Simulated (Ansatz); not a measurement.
# SiO2: a line through an energy map, part 2 of 2

Aim: follow the energy of SiO₂ (P4_2/mnm, No. 136; 6 atoms in the cell) along one coordinate, volume per atom, with the other held at c/a of the conventional cell = 0.616.

Ansatz 0.2.0; DFT PBE, scalar-relativistic, plane waves, PAW. Earlier steps stand in the parts before.

### Step 10. Grid point (9.009 Å³, 0.616)

Input file input.yaml:

```yaml
crystal:
  lattice:
    - [4.4435036663, 0.0, 0.0]
    - [0.0, 4.4435036663, 0.0]
    - [0.0, 0.0, 2.7376426088]
  atoms:
    - { symbol: Si, position: [0.5, 0.5, 0.5] }
    - { symbol: Si, position: [0.0, 0.0, 0.0] }
    - { symbol: O, position: [0.6930127928, 0.6930127928, 0.0] }
    - { symbol: O, position: [0.1930127928, 0.8069872072, 0.5] }
    - { symbol: O, position: [0.3069872072, 0.3069872072, 0.0] }
    - { symbol: O, position: [0.8069872072, 0.1930127928, 0.5] }
basis:
  ecutwfc: 520.0
kpoints:
  mp_grid: { grid: [6, 6, 10] }
hamiltonian:
  xc: pbe
  pseudopotentials: { kind: paw, azcp: { folder: soft_1 } }
scf:
  occupations: { method: gaussian, width: 0.05 }
output:
  forces: true
  stress: true
  eigenvalues: true
  write_density: true
  write_potential: true
  elf: true
  volumetric_format: npy
```

Run with:

```bash
$ ansatz run input.yaml --threads 2 --pin off --max-ram 4096MiB --backend cpu --events-out ev --progress --plain --runs-dir out
```

What it wrote:

```text
Warning: RAYON_NUM_THREADS=2 ignored (pool sized by the plan → 2); use --threads N
Engine: ansatz 0.2.0, aarch64-unknown-linux-gnu
Pseudopotentials: kind: paw
Pseudopotential: Si, paw, valence charge 4, recommended cutoff 420 eV (normal), <dir>
Pseudopotential: O, paw, valence charge 6, recommended cutoff 420 eV (normal), <dir>
Functional definition: PBE
  parameter kappa = 0.804
  parameter beta = 0.06672455060314922
  exchange = pbe_x(kappa = kappa, mu = beta*pi^2/3)
  correlation = pbe_c(beta = beta)
Crystal: 6 atoms, lattice volume = 54.054 Å³
Basis set: ecut = 520 eV, 1471 PW (Γ), exchange–correlation on 72×72×48 points (8 copies of the dense FFT grid, shifted against one another)
Bands: 22, of which v1, the nominal top of the filled ones, is band 16 counted from 1 (15 counted from 0)
Symmetry: 16 space group operations
Space group: P42/mnm (ITA 136), of the structure as read, at distance tolerance 3.8e-5 Å
k-points: 60 of 360
Non-local potential: Si, projectors of the file, l = 0: 2, l = 1: 2, l = 2: 1
Non-local potential: O, projectors of the file, l = 0: 2, l = 1: 2, l = 2: 1
PAW form: soft (Blöchl's): semilocal exchange-correlation on the pseudo side does not see the compensation charge
PAW one-centre angular grid: Si, 110 points (default); XC on 64 Gauss nodes
PAW one-centre angular grid: O, 110 points (default); XC on 64 Gauss nodes
Initial density: superposition of atomic densities (chi_scale 0.1, normalization cell, long waves kept (reshape's long-wave potential 0.00 eV rms))
Initial wavefunctions: pseudopotential atomic-orbital guess
Functional: x = pbe(κ = 0.804, μ = 0.2195149727645171), c = pbe(β = 0.06672455060314922)
SCF iter   1: F=—  HF=-3548.397987 eV  |F-HF|=—  |Δ(HF+E_count)|=         —  Δρ=1.25e-1  dr2=7.39e0  ethr=3.10e-3  ⟨swp⟩=6.0  Hψ=7045  notcnv=0  defer=2
preconditioner: auto → none  [insulator: Δε(μ)=4.560 eV  Ē_g=17.585 eV  σ=0.050 eV  W_gap=1.00  n_scr=10 (ndim 8)  ℏωp=28.6 eV  f_vac=0.000  D(μ)=0.00/eV (n_scr^D=0)  ε∞_Penn≈3.6]
SCF iter   2: F=—  HF=-3546.750967 eV  |F-HF|=—  |Δ(HF+E_count)|=    1.65e0  Δρ=6.83e-2  dr2=1.06e0  ethr=3.10e-3  ⟨swp⟩=3.1  Hψ=3292  notcnv=0  defer=110
SCF iter   3: F=—  HF=-3546.506245 eV  |F-HF|=—  |Δ(HF+E_count)|=   2.45e-1  Δρ=2.32e-2  dr2=1.00e-1  ethr=3.10e-3  ⟨swp⟩=2.4  Hψ=2631  notcnv=0  defer=110
SCF iter   4: F=—  HF=-3546.536319 eV  |F-HF|=—  |Δ(HF+E_count)|=   3.01e-2  Δρ=1.02e-3  dr2=2.57e-4  ethr=3.14e-4  ⟨swp⟩=3.0  Hψ=2063  notcnv=0  defer=110
SCF iter   5: F=—  HF=-3546.536644 eV  |F-HF|=—  |Δ(HF+E_count)|=   3.25e-4  Δρ=1.78e-4  dr2=5.50e-6  ethr=8.03e-7  ⟨swp⟩=2.1  Hψ=2115  notcnv=0  defer=110
SCF iter   6: F=—  HF=-3546.536725 eV  |F-HF|=—  |Δ(HF+E_count)|=   8.15e-5  Δρ=2.30e-5  dr2=1.04e-7  ethr=1.72e-8  ⟨swp⟩=2.2  Hψ=2166  notcnv=0  defer=110
SCF iter   7: F=-3546.536726 eV  HF=-3546.536726 eV  |F-HF|=1.02e-9  |Δ(HF+E_count)|=   1.96e-7  Δρ=3.05e-6  dr2=2.30e-9  ethr=3.13e-10  ⟨swp⟩=14.8  Hψ=10336  notcnv=0
SCF 1 converged in 7 iterations: F = -3546.536726 eV  dr2 = 2.30e-9
SCF converged after 7 iterations
Free energy (F): -3546.536726 eV
Harris-Foulkes:  -3546.536726 eV  (|F-HF|=1.02e-9)
Internal energy: -3546.536726 eV  (E = F + TS)
E sigma→0 (E₀):  -3546.536726 eV
Fermi energy:    9.886385 eV
--- Per-component energies (eV) ---
  E_band       = 11.477477
  E_kinetic    = 767.112137
  E_local      = -1307.281872  (includes V_loc(G=0)·N_el)
  E_nonlocal   = 246.228483
  E_hartree    = 473.207531
  E_xc         = -400.015798
  E_vxc        = -462.889280  (∫ρ·V_xc dr)
  E_paw        = -1674.919717  (= ΣΔE_a)
  E_vpaw       = -178.108143  (= ΣTr[D̂ρ^β])
  E_aug_tail   = 0.000834  (compensation charges beyond the density's cutoff)
  E_ewald      = -1650.868324
  E_smearing   = -0.000000  (= −TS)
  E_closure    = 0.000000  (closes the sum)
  Σ components = -3546.536726   (vs F -3546.536726, Δ=0.00e0)
--- Forces (eV/Å), atoms counted from 1 ---
  atom   1  Si    -0.00000000    -0.00000000     0.00000000
  atom   2  Si    -0.00000000     0.00000000     0.00000000
  atom   3  O     -0.71634407    -0.71634407     0.00000000
  atom   4  O     -0.71634407     0.71634407     0.00000000
  atom   5  O      0.71634407     0.71634407     0.00000000
  atom   6  O      0.71634407    -0.71634407     0.00000000
  max |Σ_I F_I| component: 4.44e-16 eV/Å
--- Stress (GPa, compression-positive) ---
      -26.484327       0.000000       0.000000
        0.000000     -26.484327       0.000000
        0.000000       0.000000     -22.977371
  P = ⅓ Tr σ = -25.3153 GPa (-253.153 kbar)
--- Band table (eV; the first three rows and the last of 60) ---
  k-point 0: bands = ["-12.8846", "-10.0240", "-10.0240", "-9.9238", "-1.7418", "2.4895", "2.4895", "3.1725", "3.7345", "3.7869", "5.6605", "5.6605", "5.9792", "7.4116", "7.4116", "8.2213", "11.5514", "14.7417", "15.9399", "15.9399", "18.9364", "19.1194"]
  k-point 1: bands = ["-12.7672", "-9.9631", "-9.9631", "-9.8976", "-1.6853", "2.5952", "2.5952", "3.3028", "3.4029", "3.6070", "5.2208", "5.2208", "5.3823", "7.3473", "7.3473", "8.1425", "12.0953", "15.3171", "16.4513", "16.4513", "18.2581", "19.7609"]
  k-point 2: bands = ["-12.4265", "-9.8549", "-9.7975", "-9.7975", "-1.5450", "2.6335", "2.9000", "2.9000", "3.0139", "3.6843", "4.2197", "4.2197", "4.3590", "7.1265", "7.1265", "7.8869", "13.1200", "16.4158", "17.5988", "17.5988", "17.7177", "20.3760"]
  k-point 59: bands = ["-10.4255", "-10.4255", "-9.4468", "-9.4468", "-1.4333", "-1.4333", "1.2231", "1.2231", "3.9853", "3.9853", "4.2140", "4.2140", "6.6541", "6.6541", "6.9778", "6.9778", "13.7116", "13.7116", "17.8907", "17.8907", "19.1950", "19.1950"]
```

Wall time 7.7 s (2 threads of Arm Neoverse N1, shared host); peak memory 0.36 GiB.

Density in a lattice plane of the grid's cell (edges 4.44 and 4.44 Å, at 0.000 of the third edge), which holds Si and O.

Ten even steps from ' ' (0.04 e/Å³) to '@' (8.23 e/Å³):
```
                                                
                                                
                              ..........        
                            ..::--==--::..      
                          ..--++####**--..      
                          ..--##@@@@%%==::      
                          ..--++%%%%##==..      
                          ....--==++==::..      
                            ......::....        
                                                
          ....::......                          
        ..::==++==--....                        
        ..==##%%%%++--..                        
        ::==%%@@@@##--..                        
        ..--**####++--..                        
        ..::--==--::..                          
          ..........                            
                                                
                                                
                                                
```
Columns run along the first of these edges and rows up along the second, over one cell in 24 and 20 even steps from the bottom left corner. Atoms in the plane (fractional): Si at (0.00, 0.00), O at (0.69, 0.69), O at (0.31, 0.31).

ELF in the same plane.

Ten even steps from '0' (0.02) to '9' (0.85):
```
221121100000012233343222
111221100000246777777632
112221000001478999999853
222111000003699999999863
111100000014799876799863
100000000014798643699962
000000000013688655799962
000000000012468888999851
000012333211246889998630
001356776532123567765310
003689998864211233321000
015899988886421000000000
026999755688631000000000
126999634689741000000000
136899767899741000000111
236899999999630000011122
135899999987410000012221
123677777764200000112211
222234333221000000112112
531122110000000001122113
```
Columns run along the first of these edges and rows up along the second, over one cell in 24 and 20 even steps from the bottom left corner. Atoms in the plane (fractional): Si at (0.00, 0.00), O at (0.69, 0.69), O at (0.31, 0.31).

Both are smooth fields of the valence electrons: close to the nuclei they are not physical.

The highest ELF values outside the cores: 0.86 on the O–Si line, 0.7 Å from O; 0.85 beside O, off the lines to its neighbours, 0.6 Å from O.

Energy on the map's scale: 87 meV/atom.

### Step 11. What came out

This closing draws on all 2 parts.

| volume per atom (Å³) | step | energy (meV/atom) | slope (meV/atom per Å³) | pressure (GPa) | band gap on the k-mesh (eV) | largest force on an atom (eV/Å) |
| --- | --- | --- | --- | --- | --- | --- |
| 6.757 | 3 | 283 | −484 | 77 | 7.83 | 1.52 |
| 7.078 | 4 | 154 | −326 | 52 | 7.54 | 0.99 |
| 7.400 | 5 | 70 | −198 | 32 | 6.67 | 0.53 |
| 7.722 | 6 | 23 | −95 | 15 | 5.88 | 0.13 |
| 8.044 | 7 | 7 | −11 | 2 | 5.16 | 0.22 |
| 8.365 | 8 | 15 | 58 | −9 | 4.50 | 0.52 |
| 8.687 | 9 | 43 | 113 | −18 | 3.89 | 0.78 |
| 9.009 | 10 | 87 | 158 | −25 | 3.33 | 1.01 |
| 9.331 | – | 144 | 194 | −31 | 2.81 | 1.21 |

Energies count from the relaxed crystal. Rows without a step come from runs not printed here or follow by symmetry. Slopes come from the forces (and the stress, where the cell changes), not from differences of energies.

In words: The lowest point computed on the line is at 8.044 Å³, 7 meV/atom from the zero. A fit to energies and slopes at the lowest point and its two neighbours puts the minimum at 8.0885 Å³, with a curvature of about 230 meV/atom per (Å³)². V·d²E/dV² there is about 300 GPa, a bulk modulus under this line's constraint. The well is lopsided: two grid steps out, the energy rises by 63 meV/atom towards smaller values and 36 meV/atom towards larger ones. The highest point computed, at 6.757 Å³, lies 276 meV/atom above the lowest. This is one cut through a surface in two coordinates; the map's lowest point lies off it. A rigid map gives upper bounds: relaxing the other coordinates can only lower a point.

These are semilocal Kohn-Sham gaps, which aren't the measured quantity. Such gaps usually fall short of the measured ones.
